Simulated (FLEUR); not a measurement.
# BeTe: equation of state with r2SCAN

BeTe:

```
CELL_PARAMETERS angstrom
0.00000 2.77000 2.77000
2.77000 0.00000 2.77000
2.77000 2.77000 0.00000
ATOMIC_POSITIONS crystal
Te 0.75000 0.75000 0.75000
Be 0.00000 0.00000 0.00000
```

- Program: FLEUR MaX-R8.1 (later development tree)
- Task: equation of state
- Functional: r2SCAN
- Potentials or basis: all-electron
- Basis: FLAPW
- Kmax: 4.21 1/bohr
- k mesh: 8 × 8 × 8
- Occupations: fermi-dirac, width 0.05 eV
- Spin: no spin polarisation
- Gmax: 13.1 1/bohr
- Muffin-tin radii: Te 2.36, Be 1.71 bohr
- lmax: Te 10, Be 8
- lnonsphr: Te 10, Be 8
- Local orbitals a species: Te 6, Be 3

```yaml
Equilibrium_volume: "22.64 Å³/atom (rough: see the caveat)"
Bulk_modulus: 60 GPa (rough)
```

Energy against volume, from the lowest point:
```tsv
volume (Å³/atom)	energy (meV/atom)
19.979	71.27
20.404	48.61
21.254	17.41
22.104	2.36
22.529	0.00
```

Caveat: the minimum lies outside the volumes run; the meta-GGA is that of a development version, with a GGA for the radial functions and cores and without core tails. The run has no spin-orbit coupling, so splittings on Te are missing.
